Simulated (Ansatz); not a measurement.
Consider InCuS2 in the chalcopyrite structure (space group I-42d, No. 122).

```yaml
crystal:
  lattice:
    - [-2.78850, 2.78850, 5.61719]
    - [2.78850, -2.78850, 5.61719]
    - [2.78850, 2.78850, -5.61719]
  atoms:
    - { symbol: Cu, position: [0.75000, 0.25000, 0.50000] }
    - { symbol: Cu, position: [0.00000, 0.00000, 0.00000] }
    - { symbol: In, position: [0.25000, 0.75000, 0.50000] }
    - { symbol: In, position: [0.50000, 0.50000, 0.00000] }
    - { symbol: S, position: [0.09504, 0.12500, 0.47004] }
    - { symbol: S, position: [0.65496, 0.62500, 0.52996] }
    - { symbol: S, position: [0.37500, 0.90496, 0.02996] }
    - { symbol: S, position: [0.87500, 0.34504, 0.97004] }
```

Cartesian axes are those of the cell as printed.

Computed with PBE (Ansatz, a first-principles code, PAW, no spin-orbit coupling).

For the base:

The pressure is 0.0 GPa.

The change: compressive biaxial strain of 3.59 % in the plane normal to [001], as in epitaxy on a mismatched substrate; the out-of-plane cell vector and the atoms relax.

Question: How does this affect the pressure and energy relative to the base?

Answer: The pressure (mean of the normal stresses, compression positive) goes from zero to 1.8 GPa; the energy grows by 13 meV/atom.

The mesh was chosen for an insulator and is coarse for the gapless case. No phonon test of stability was made. All final runs are without spin polarisation. Gaps under 0.05 eV, about the width of the smearing, are given as zero.
